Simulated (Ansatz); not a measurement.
# MoGe2N4 monolayer in a perpendicular field

Aim: how the MoGe2N4 monolayer screens a field along its normal, and what the field does to its bands. A positive field points along +c.

Program: Ansatz 0.2.0. Level of theory: plane-wave DFT, PBE-D3(BJ), Ansatz PAW (set soft_1); PAW set soft_1. Results are calculated unless marked as measured.

## (1) The starting structure

The cell holds 7 atoms: 4 N, 2 Ge and 1 Mo. Cell: a = 3.020 Å, b = 3.020 Å, c = 45.209 Å, α = 90.0°, β = 90.0°, γ = 120.0°. Vacuum lies along c.

Structure file:

```xyz
7
Lattice="3.0200 0.0000 0.0000 -1.5100 2.6154 0.0000 0.0000 0.0000 45.2091" Properties=species:S:1:pos:R:3
N     0.0000    0.0000   19.0500
Ge    0.0000    1.7436   19.6378
N     0.0000    1.7436   21.4778
Mo    0.0000    0.0000   22.6045
N     0.0000    1.7436   23.7313
Ge    0.0000    1.7436   25.5713
N     0.0000    0.0000   26.1591
```

## (2) Relaxation

The starting cell is a guess, so the in-plane lattice and the atoms are relaxed first, with the slab cut off from its images along the normal.

input.yaml

```yaml
crystal:
  lattice:
    - [3.02, 0.0, 0.0]
    - [-1.51, 2.6153967194, 0.0]
    - [0.0, 0.0, 45.209096681]
  atoms:
    - { symbol: "N", position: [0.0, 0.0, 0.4213753735] }
    - { symbol: Ge, position: [0.3333333333, 0.6666666667, 0.4343763881] }
    - { symbol: "N", position: [0.3333333333, 0.6666666667, 0.4750761617] }
    - { symbol: Mo, position: [0.0, 0.0, 0.5] }
    - { symbol: "N", position: [0.3333333333, 0.6666666667, 0.5249238383] }
    - { symbol: Ge, position: [0.3333333333, 0.6666666667, 0.5656236119] }
    - { symbol: "N", position: [0.0, 0.0, 0.5786246265] }
  periodic: [true, true, false]
kpoints:
  mp_grid: { grid: [12, 12, 1] }
hamiltonian:
  xc: pbe
  dispersion: d3bj
  pseudopotentials: { kind: paw, azcp: { folder: soft_1 } }
scf:
  occupations: { method: fermi_dirac, width: 0.05 }
  convergence: { dr2_threshold: 1.0e-09 }
relax:
  f_tol: 0.004
  max_steps: 90
  cell: {}
output:
  write_potential: true
  write_density: true
  volumetric_format: npy
```

Command:

```
$ ansatz run input.yaml --threads 2 --pin off --max-ram 3072MiB --backend cpu --events-out ev --progress --plain --runs-dir out
```

Numbers of over 12 decimals in the logs are rounded to 6 here.

Log:

```text
Warning: relax.cell: scf.convergence.dr2_threshold = 1e-9 eV is looser than the 2.39135404493e-10 eV advised for a relaxation that steers and ends on the stress (1e-10 eV for each atom of the cell: 7, times the square of relax.cell.stress_2d_tol = 0.05 N/m over 17.1 Å (the atoms' height at the walk's start and 5 Å past either face), 2.922e-2 GPa, over a crystal's default 0.05). What an SCF threshold leaves in a stress goes as its square root, and in the free energy as the threshold itself, and one threshold admits the most on a small cell: [figures from the program's tests cut] Set scf.convergence.dr2_threshold to 2.39135404493e-10 eV or tighter. [rest of the remark cut]
Engine: ansatz 0.2.0, aarch64-unknown-linux-gnu
Pseudopotentials: kind: paw
Pseudopotential: N, paw, valence charge 5, recommended cutoff 420 eV (normal), soft_1/N.paw.azcp
Pseudopotential: Ge, paw, valence charge 14, recommended cutoff 420 eV (normal), soft_1/Ge.paw.azcp
Pseudopotential: Mo, paw, valence charge 14, recommended cutoff 420 eV (normal), soft_1/Mo.paw.azcp
Functional definition: PBE
  parameter kappa = 0.804
  parameter beta = 0.066725
  exchange = pbe_x(kappa = kappa, mu = beta*pi^2/3)
  correlation = pbe_c(beta = beta)
Crystal: 7 atoms, lattice volume = 357.084 Å³
Basis set: ecut = 420 eV, 6859 PW (Γ), exchange–correlation on 48×48×640 points (8 copies of the dense FFT grid, shifted against one another)
Bands: 38, of which v1, the nominal top of the filled ones, is band 31 counted from 1 (30 counted from 0)
Symmetry: 12 space group operations
Space group: P-6m2 (ITA 187), of the structure as read, at distance tolerance 7.1e-5 Å
k-points: 19 of 144 (time reversal used)
Non-local potential: N, projectors of the file, l = 0: 2, l = 1: 2, l = 2: 1
Non-local potential: Ge, projectors of the file, l = 0: 2, l = 1: 2, l = 2: 3, l = 3: 1
Non-local potential: Mo, projectors of the file, l = 0: 3, l = 1: 2, l = 2: 2, l = 3: 1
PAW form: soft (Blöchl's): semilocal exchange-correlation on the pseudo side does not see the compensation charge
PAW one-centre angular grid: N, 110 points (default); XC on 64 Gauss nodes
PAW one-centre angular grid: Ge, 590 points (default); XC on 64 Gauss nodes
PAW one-centre angular grid: Mo, 590 points (default); XC on 64 Gauss nodes
Initial density: superposition of atomic densities (neutral atoms: chi_scale 0, normalization atom)
Initial wavefunctions: pseudopotential atomic-orbital guess
Functional: x = pbe(κ = 0.804, μ = 0.219515), c = pbe(β = 0.066725)
SCF iter   1: F=—  HF=-15094.236149 eV  |F-HF|=—  |Δ(HF+E_count)|=         —  Δρ=9.32e-2  dr2=3.61e1  ethr=3.10e-3  ⟨swp⟩=15.1  Hψ=5125  notcnv=0  defer=2
preconditioner: auto → Resta (q_TF=auto, 2.038 Å⁻¹)  ε∞=1.6  [insulator: Δε(μ)=0.820 eV  Ē_g=18.272 eV  σ=0.050 eV  W_gap=1.00  n_scr=28 (ndim 8)  ℏωp=14.4 eV  f_vac=0.764  D(μ)=0.00/eV (n_scr^D=0)  ε∞_Penn≈1.6  vacuum switching on, ρ_ref=2.4e-2 e/Å³]
SCF iter   2: F=—  HF=-15088.197503 eV  |F-HF|=—  |Δ(HF+E_count)|=    6.04e0  Δρ=6.86e-2  dr2=2.70e1  ethr=3.10e-3  ⟨swp⟩=5.7  Hψ=2553  notcnv=0  defer=31
preconditioner: auto → LDOS  [metal: Δε(μ)=0.023 eV  Ē_g=17.188 eV  σ=0.050 eV  W_gap=0.11  n_scr=28 (ndim 8)  ℏωp=14.4 eV  f_vac=0.769  D(μ)=1.89/eV (n_scr^D=14)  β→1.0]
SCF iter   3: F=—  HF=-15084.933238 eV  |F-HF|=—  |Δ(HF+E_count)|=    3.26e0  Δρ=1.36e-2  dr2=6.57e-1  ethr=3.10e-3  ⟨swp⟩=4.8  Hψ=2120  notcnv=0  defer=27
SCF iter   4: F=—  HF=-15085.055147 eV  |F-HF|=—  |Δ(HF+E_count)|=   1.22e-1  Δρ=1.31e-2  dr2=1.26e0  ethr=1.06e-3  ⟨swp⟩=4.7  Hψ=1960  notcnv=0  defer=34
SCF iter   5: F=—  HF=-15084.826443 eV  |F-HF|=—  |Δ(HF+E_count)|=   2.29e-1  Δρ=3.48e-3  dr2=9.12e-2  ethr=1.06e-3  ⟨swp⟩=5.0  Hψ=1720  notcnv=0  defer=32
SCF iter   6: F=—  HF=-15084.816264 eV  |F-HF|=—  |Δ(HF+E_count)|=   1.02e-2  Δρ=1.18e-3  dr2=1.63e-2  ethr=1.47e-4  ⟨swp⟩=3.8  Hψ=1501  notcnv=0  defer=31
SCF iter   7: F=—  HF=-15084.814520 eV  |F-HF|=—  |Δ(HF+E_count)|=   1.74e-3  Δρ=4.38e-4  dr2=7.15e-4  ethr=2.64e-5  ⟨swp⟩=3.4  Hψ=1423  notcnv=0  defer=31
SCF iter   8: F=—  HF=-15084.814779 eV  |F-HF|=—  |Δ(HF+E_count)|=   2.59e-4  Δρ=1.92e-4  dr2=2.55e-4  ethr=1.15e-6  ⟨swp⟩=3.5  Hψ=1654  notcnv=0  defer=31
SCF iter   9: F=—  HF=-15084.814758 eV  |F-HF|=—  |Δ(HF+E_count)|=   2.12e-5  Δρ=9.21e-5  dr2=9.00e-5  ethr=4.12e-7  ⟨swp⟩=2.6  Hψ=1198  notcnv=0  defer=31
SCF iter  10: F=—  HF=-15084.814766 eV  |F-HF|=—  |Δ(HF+E_count)|=   8.06e-6  Δρ=1.76e-5  dr2=2.04e-6  ethr=1.45e-7  ⟨swp⟩=3.4  Hψ=1282  notcnv=0  defer=31
SCF iter  11: F=—  HF=-15084.814828 eV  |F-HF|=—  |Δ(HF+E_count)|=   6.20e-5  Δρ=6.89e-6  dr2=1.40e-7  ethr=3.29e-9  ⟨swp⟩=3.8  Hψ=1610  notcnv=0  defer=31
SCF iter  12: F=—  HF=-15084.814828 eV  |F-HF|=—  |Δ(HF+E_count)|=   3.04e-8  Δρ=1.82e-6  dr2=5.11e-9  ethr=2.25e-10  ⟨swp⟩=3.4  Hψ=1540  notcnv=0  defer=31
SCF iter  13: F=-15084.814828 eV  HF=-15084.814828 eV  |F-HF|=1.24e-9  |Δ(HF+E_count)|=   4.58e-9  Δρ=5.74e-7  dr2=7.43e-10  ethr=1.61e-12  ⟨swp⟩=13.9  Hψ=6676  notcnv=0
SCF 1 converged in 13 iterations: F = -15084.814828 eV  dr2 = 7.43e-10
  greatest PAW one-centre occupation: 0.999 electrons in one spin orbital (limit 2), on the Mo atom at site 3 (counted from 0), in its partial waves of l = 0
relax step   1: F+E_penalty+E_count = -15084.81482811 eV  Δ(F+E_penalty+E_count) = +0.000e0 eV  max|allowed force component| = 1.448e0 eV/Å  Δτ_max = 0.0000 Å  P = +0.443 N/m  Ω = 357.084 Å³  fix = [c, alpha, beta]  reactions: c +0.000 N/m  (13 SCF iters, accepted)
Crystal: 7 atoms, lattice volume = 348.112 Å³
Basis set: ecut = 420 eV, 6631 PW (Γ), exchange–correlation on 48×48×640 points (8 copies of the dense FFT grid, shifted against one another)
Initial density: handed on by an earlier stage of this run
Initial wavefunctions: those handed on with the density
iter 1 solved again at ethr=8.32e-4 eV; its pass at ethr=3.10e-3 eV (dr2=5.16e-1 eV) is discarded
SCF iter   1: F=—  HF=-15085.168506 eV  |F-HF|=—  |Δ(HF+E_count)|=         —  Δρ=1.69e-2  dr2=5.18e-1  ethr=8.32e-4  ⟨swp⟩=2.2  Hψ=5740  notcnv=0
preconditioner: auto → Resta (q_TF=auto, 2.046 Å⁻¹)  ε∞=1.7  [insulator: Δε(μ)=1.561 eV  Ē_g=17.832 eV  σ=0.050 eV  W_gap=1.00  n_scr=28 (ndim 8)  ℏωp=14.6 eV  f_vac=0.762  D(μ)=0.00/eV (n_scr^D=0)  ε∞_Penn≈1.7  vacuum switching on, ρ_ref=2.3e-2 e/Å³]
SCF iter   2: F=—  HF=-15085.075783 eV  |F-HF|=—  |Δ(HF+E_count)|=   9.27e-2  Δρ=8.11e-3  dr2=1.62e-1  ethr=8.32e-4  ⟨swp⟩=3.8  Hψ=1510  notcnv=0  defer=3
SCF iter   3: F=—  HF=-15085.084222 eV  |F-HF|=—  |Δ(HF+E_count)|=   8.44e-3  Δρ=5.87e-3  dr2=1.88e-1  ethr=2.62e-4  ⟨swp⟩=4.9  Hψ=1724  notcnv=0  defer=34
[...]
SCF iter   9: F=—  HF=-15085.085209 eV  |F-HF|=—  |Δ(HF+E_count)|=   1.22e-8  Δρ=9.38e-7  dr2=2.16e-9  ethr=6.61e-11  ⟨swp⟩=3.1  Hψ=1490  notcnv=0  defer=10
SCF iter  10: F=-15085.085209 eV  HF=-15085.085209 eV  |F-HF|=2.91e-10  |Δ(HF+E_count)|=   1.35e-9  Δρ=2.28e-7  dr2=1.56e-10  ethr=1.61e-12  ⟨swp⟩=13.1  Hψ=6210  notcnv=0
SCF 3 converged in 10 iterations: F = -15085.085209 eV  dr2 = 1.56e-10
relax step   3: F+E_penalty+E_count = -15085.08520937 eV  Δ(F+E_penalty+E_count) = -2.394e-2 eV  max|allowed force component| = 2.716e-1 eV/Å  Δτ_max = 0.0322 Å  P = +0.851 N/m  Ω = 350.887 Å³  energy of the carried Pulay correction = +2.903e-3 eV  fix = [c, alpha, beta]  reactions: c +0.000 N/m  (10 SCF iters, accepted)
[...]
relax step   4: F+E_penalty+E_count = -15085.08770336 eV  Δ(F+E_penalty+E_count) = -2.494e-3 eV  max|allowed force component| = 1.005e-1 eV/Å  Δτ_max = 0.0193 Å  P = +0.102 N/m  Ω = 351.456 Å³  energy of the carried Pulay correction = +2.634e-3 eV  fix = [c, alpha, beta]  reactions: c +0.000 N/m  (10 SCF iters, accepted)
[...]
relax step   5: F+E_penalty+E_count = -15085.08792610 eV  Δ(F+E_penalty+E_count) = -2.227e-4 eV  max|allowed force component| = 2.386e-2 eV/Å  Δτ_max = 0.0092 Å  P = -0.411 N/m  Ω = 352.164 Å³  energy of the carried Pulay correction = +2.300e-3 eV  fix = [c, alpha, beta]  reactions: c -0.000 N/m  (8 SCF iters, accepted)
[...]
relax step   6: F+E_penalty+E_count = -15085.08827639 eV  Δ(F+E_penalty+E_count) = -3.503e-4 eV  max|allowed force component| = 1.237e-3 eV/Å  Δτ_max = 0.0007 Å  P = -0.009 N/m  Ω = 351.729 Å³  energy of the carried Pulay correction = +2.505e-3 eV  fix = [c, alpha, beta]  reactions: c -0.000 N/m  (8 SCF iters, accepted)
[...]
relax step   7: F+E_penalty+E_count = -15085.08602791 eV  Δ(F+E_penalty+E_count) = +2.248e-3 eV  max|allowed force component| = 9.128e-4 eV/Å  Δτ_max = 0.0000 Å  P = -0.068 N/m  Ω = 351.729 Å³  fix = [c, alpha, beta]  reactions: c -0.000 N/m  stress off target by 6.80e-2 N/m on what of the cell is left free  SCF on the basis re-selected at this cell (its energy is not comparable with the rows above)  (6 SCF iters)
[...]
relax step   8: F+E_penalty+E_count = -15085.08606900 eV  Δ(F+E_penalty+E_count) = -4.109e-5 eV  max|allowed force component| = 8.019e-5 eV/Å  Δτ_max = 0.0002 Å  P = -0.001 N/m  Ω = 351.649 Å³  energy of the carried Pulay correction = +3.715e-5 eV  fix = [c, alpha, beta]  reactions: c -0.000 N/m  (6 SCF iters, accepted)
iter 1 solved again at ethr=1.30e-7 eV; its pass at ethr=3.10e-3 eV (dr2=8.04e-5 eV) is discarded
SCF iter   1: F=—  HF=-15085.085903 eV  |F-HF|=—  |Δ(HF+E_count)|=         —  Δρ=1.48e-6  dr2=4.44e-9  ethr=1.30e-7  ⟨swp⟩=7.5  Hψ=9178  notcnv=0
eigensolver tolerance schedule: the retry pair's looser diagonalisation over-reported the residual by 18106.09 of it (diagonalisation noise at 3.12 of the residual, at the tolerance the schedule requests for it); recorded, not acted on — ethr = c·dr2/N_el stays at c = 1.0e-1
SCF iter   2: F=—  HF=-15085.085996 eV  |F-HF|=—  |Δ(HF+E_count)|=   9.32e-5  Δρ=1.04e-6  dr2=9.87e-9  ethr=7.16e-12  ⟨swp⟩=6.9  Hψ=3363  notcnv=0
SCF iter   3: F=-15085.085996 eV  HF=-15085.085996 eV  |F-HF|=4.55e-11  |Δ(HF+E_count)|=   1.68e-9  Δρ=5.54e-7  dr2=5.13e-10  ethr=1.61e-12  ⟨swp⟩=18.3  Hψ=7332  notcnv=0
SCF 9 converged in 3 iterations: F = -15085.085996 eV  dr2 = 5.13e-10
relax step   9: F+E_penalty+E_count = -15085.08599616 eV  Δ(F+E_penalty+E_count) = +7.284e-5 eV  max|allowed force component| = 6.001e-5 eV/Å  Δτ_max = 0.0000 Å  P = -0.002 N/m  Ω = 351.649 Å³  fix = [c, alpha, beta]  reactions: c -0.000 N/m  stress off target by 1.84e-3 N/m on what of the cell is left free  SCF on the basis re-selected at this cell (its energy is not comparable with the rows above)  (3 SCF iters)
basis re-selected at this cell: Δ(F+E_penalty+E_count) = +7.284e-5 eV, ΔP = -0.001 N/m vs the last step (what re-selecting the basis moved, of the pressure what is left beyond the Pulay correction that the steps carried, after the strain that the cell walked since its last selection, with what the two solves' SCF thresholds leave and, on support functions, any second-order correction that the steps lacked; it is no m [...]
WARN: The output density's exchange-correlation potential varies sharply where the density is thin. Do not read a vacuum level from v_tot or v_xc, or from such a field of the output density. On a cell that repeats whose density bears no net charge and no dipole along the vacuum's axis use v_es (v_loc + v_h of the components); under efield.dipole_correction with no amplitude use v_es + v_field, which holds any externa [...]
SCF converged after 3 iterations
Free energy (F): -15085.085996 eV
Harris-Foulkes:  -15085.085996 eV  (|F-HF|=4.55e-11)
Internal energy: -15085.085996 eV  (E = F + TS)
E sigma→0 (E₀):  -15085.085996 eV
Entropy (-TS):   -0.000000 eV (-0.000 meV/atom)
Fermi energy:    -5.031236 eV
--- Per-component energies (eV) ---
  E_band       = -1439.964068
  E_kinetic    = 1121.375464
  E_local      = -374826.759218  (includes V_loc(G=0)·N_el)
  E_nonlocal   = 733.143587
  E_hartree    = 186511.047212
  E_xc         = -555.391270
  E_vxc        = -649.294417  (∫ρ·V_xc dr)
  E_paw        = -7760.415587  (= ΣΔE_a)
  E_vpaw       = -840.523464  (= ΣTr[D̂ρ^β])
  E_aug_tail   = 0.003587  (compensation charges beyond the density's cutoff)
  E_ewald      = 179693.619777
  E_disp       = -1.709548  (pairwise vdW)
  E_smearing   = -0.000000  (= −TS)
  E_closure    = -0.000000  (closes the sum)
  Σ components = -15085.085996   (vs F -15085.085996, Δ=0.00e0)
--- Forces (eV/Å), atoms counted from 1 ---
  atom   1  N     -0.00000000    -0.00000000    -0.00005269
  atom   2  Ge    -0.00000000     0.00000000     0.00006001
  atom   3  N      0.00000000    -0.00000000    -0.00003315
  atom   4  Mo    -0.00000000    -0.00000000     0.00000000
  atom   5  N     -0.00000000    -0.00000000     0.00003315
  atom   6  Ge    -0.00000000     0.00000000    -0.00006001
  atom   7  N      0.00000000    -0.00000000     0.00005269
  max |Σ_I F_I| component: 7.96e-16 eV/Å
--- 2D stress c σ (N/m, compression-positive) ---
       -0.001836      -0.000000       0.000000
       -0.000000      -0.001836       0.000000
        0.000000       0.000000       0.000000
  P = ½ c Tr σ = -0.0018 N/m
--- Band table (eV; the first three rows and the last of 19) ---
  k-point 0: bands = [... 27 lower, -8.1510, -8.1510, -7.5071, -5.7271, -3.4194, -3.3154, -2.8243, -2.8243, ... 3 higher]
  k-point 1: bands = [... 27 lower, -8.4006, -8.2744, -7.3666, -5.6755, -3.5242, -3.3156, -2.8102, -2.6376, ... 3 higher]
  k-point 2: bands = [... 27 lower, -8.6283, -8.5897, -7.4090, -5.9898, -3.5547, -3.2655, -2.9171, -2.1751, ... 3 higher]
  k-point 18: bands = [... 27 lower, -9.3209, -7.9157, -7.3711, -6.2601, -4.4454, -2.4049, -2.1069, -1.6492, ... 3 higher]
  the weakly bound empty levels are not read free of the cell's end (no_gap_told)
--- Relaxed structure (7 steps of the walk, 7 accepted, 2 SCFs on fresh bases) ---
  F+E_penalty+E_count = -15085.08599616 eV   max|allowed force component| = 6.001e-5 eV/Å   (the final SCF, on the basis selected at the relaxed cell)
  cell:  # Å, volume = 351.6492 Å³
    - [2.996930, 0, 0.0]
    - [-1.498465, 2.595417, 0.0]
    - [0.0, 0.0, 45.209096681]
  atoms:
    - { symbol: N, position: [1.0573552618554981e-17, -5.135725556199064e-17, 0.417536] }
    - { symbol: Ge, position: [0.333333, 0.666667, 0.431660] }
    - { symbol: N, position: [0.333333, 0.666667, 0.473148] }
    - { symbol: Mo, position: [1.0573552618554981e-17, -5.135725556199064e-17, 0.500000] }
    - { symbol: N, position: [0.333333, 0.666667, 0.526852] }
    - { symbol: Ge, position: [0.333333, 0.666667, 0.568340] }
    - { symbol: N, position: [1.0573552618554981e-17, -5.135725556199064e-17, 0.582464] }
```

The job ended after 1.9 min (2 threads of Arm Neoverse V2, shared host; peak memory 0.69 GiB; 3.7 min of CPU time).

Relaxation path:

```csv
step,energy less that of the first step (eV),largest force component (eV/Å),volume (Å³)
1,0.0000,1.4480,357.08
2,-0.2464,0.7991,348.11
3,-0.2704,0.2716,350.89
4,-0.2729,0.1005,351.46
5,-0.2731,0.0239,352.16
6,-0.2734,0.0012,351.73
7*,-0.2712,0.0009,351.73
8,-0.2712,0.0001,351.65
9*,-0.2712,0.0001,351.65
```

Relaxation steps marked * repeat the geometry before them on a plane-wave basis chosen anew for their cell, so energy and pressure can jump there.

The run keeps the 12 symmetry operations that it works with, so distortions that break them were not tested.

```csv
cell as run,before,after,change
a (Å),3.020,2.997,-0.8 %
b (Å),3.020,2.997,-0.8 %
```

The atoms that moved most (Å, along periodic axes as changes of fractional coordinates times the final cell, across vacuum about the mean position):

```csv
atom,dx,dy,dz,length
N1,0.000,0.000,-0.174,0.174
N7,0.000,0.000,0.174,0.174
Ge2,0.000,0.000,-0.123,0.123
Ge6,0.000,0.000,0.123,0.123
N3,0.000,0.000,-0.087,0.087
N5,0.000,0.000,0.087,0.087
```

The relaxed structure:

```xyz
7
Lattice="2.9969 0.0000 0.0000 -1.4985 2.5954 0.0000 0.0000 0.0000 45.2091" Properties=species:S:1:pos:R:3
N     0.0000    0.0000   18.8764
Ge    0.0000    1.7303   19.5150
N     0.0000    1.7303   21.3906
Mo    0.0000    0.0000   22.6045
N     0.0000    1.7303   23.8185
Ge    0.0000    1.7303   25.6941
N     0.0000    0.0000   26.3327
```

The lattice constant a goes from 3.020 to 2.997 Å.

(Continued in part 2 of 2.)

[Logs are printed without paths, hosts, clocks, repeated set-up lines and the standing remarks that a program may print on its own settings, such as how far it seeks lower states.]

[Hosts, paths, dates, database ids (printed as entryN), source tags and the programs' standing remarks are cut or masked in the printed files.]

[Maps of the electrostatic potential energy from Ansatz leave out the sawtooth potential of an applied field or a dipole correction, so their vacuum need not be flat; planar profiles and work functions include it.]
